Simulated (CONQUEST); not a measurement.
PbSe (Clausthalite):

```xyz
4
Lattice="4.3284 0.0000 0.0000 0.0000 4.3284 0.0000 0.0000 0.0000 6.1213" Properties=species:S:1:pos:R:3 pbc="T T T"
Pb    2.1499    2.1662    3.0441
Pb    4.3141    0.0020    6.1047
Se    2.1393    2.1709    0.0094
Se    4.3035    0.0067    3.0701
```

The cell isn't the ideal one: atoms moved at random, drawn with an rms of 0.05 Å.

Base run:

* Program: CONQUEST 1.3
* Functional: PBE
* Potentials or basis: PseudoDojo NC PBE, SZ, linear scaling with L range 16 bohr, grid cutoff 120 Ha
* Occupations: none (density matrix without k points)
* Spin: no spin polarisation

Its results: pressure 15.4 GPa; largest force 0.005 eV/Å.

After a change of settings the same cell gave: pressure 10.1 GPa; largest force 0.041 eV/Å. Which change was it?
A. potentials or basis from PseudoDojo NC PBE, SZ, linear scaling with L range 16 bohr, grid cutoff 120 Ha to PseudoDojo NC PBE, SZ, linear scaling with L range 18 bohr, grid cutoff 120 Ha
B. potentials or basis from PseudoDojo NC PBE, SZ, linear scaling with L range 16 bohr, grid cutoff 120 Ha to PseudoDojo NC PBE, SZ, grid cutoff 120 Ha; occupations from none (density matrix without k points) to fermi-dirac, width 0.05 eV
C. potentials or basis from PseudoDojo NC PBE, SZ, linear scaling with L range 16 bohr, grid cutoff 120 Ha to PseudoDojo NC PBE, SZ, linear scaling with L range 14 bohr, grid cutoff 120 Ha
D. potentials or basis from PseudoDojo NC PBE, SZ, linear scaling with L range 16 bohr, grid cutoff 120 Ha to PseudoDojo NC PBE, SZ, linear scaling with L range 20 bohr, grid cutoff 120 Ha

D.

Caveats: the atomic basis is small; the density matrix is cut off at a finite range, which raises the energy and shifts forces and pressure; the basis of atomic orbitals isn't converged, which shifts pressures, moduli and gaps.
